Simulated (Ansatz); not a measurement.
# Li2O in Ansatz: the effect of functional

Crystal: Li2O.

```
O Li
1.0
     0.00000    2.37249    2.37249
     2.37249    0.00000    2.37249
     2.37249    2.37249    0.00000
O Li
1 2
Direct
  0.00000 0.00000 0.00000
  0.25000 0.25000 0.25000
  0.75000 0.75000 0.75000
```

The cell comes from a database or a generator and needn't be the stable form of this composition.

The cell isn't the ideal one: volume scaled by 1.06.

Alike in all runs:

| Quantity | Value |
| --- | --- |
| Program | Ansatz 0.2.0 |
| Task | single point |
| Potentials or basis | Ansatz PAW |
| k mesh | 10 × 10 × 10 |
| Occupations | fermi-dirac, width 0.05 eV |
| Spin | no spin polarisation |

Task: One run gave: gap on the mesh 4.66 eV; pressure -11.1 GPa. Which functional did it use?
A. r2SCAN
B. PBEsol
C. LDA

Result: C.

| functional | cutoff | gap on the mesh (eV) | pressure (GPa) |
| --- | --- | --- | --- |
| PBEsol | 420 eV (not typed: the program's choice for these potentials) | 4.59 | -7.2 |
| LDA | 420 eV (not typed: the program's choice for these potentials) | 4.66 | -11.1 |
| r2SCAN | 500 eV (not typed: the program's choice for these potentials) | 5.37 | -7.8 |

Caveats: the PAW data sets come from PBE, with cores solved anew for the run's functional, which leaves a small shift of forces and pressure.

A k mesh can miss the band edges.

Runs at the PBE level aren't shown here.
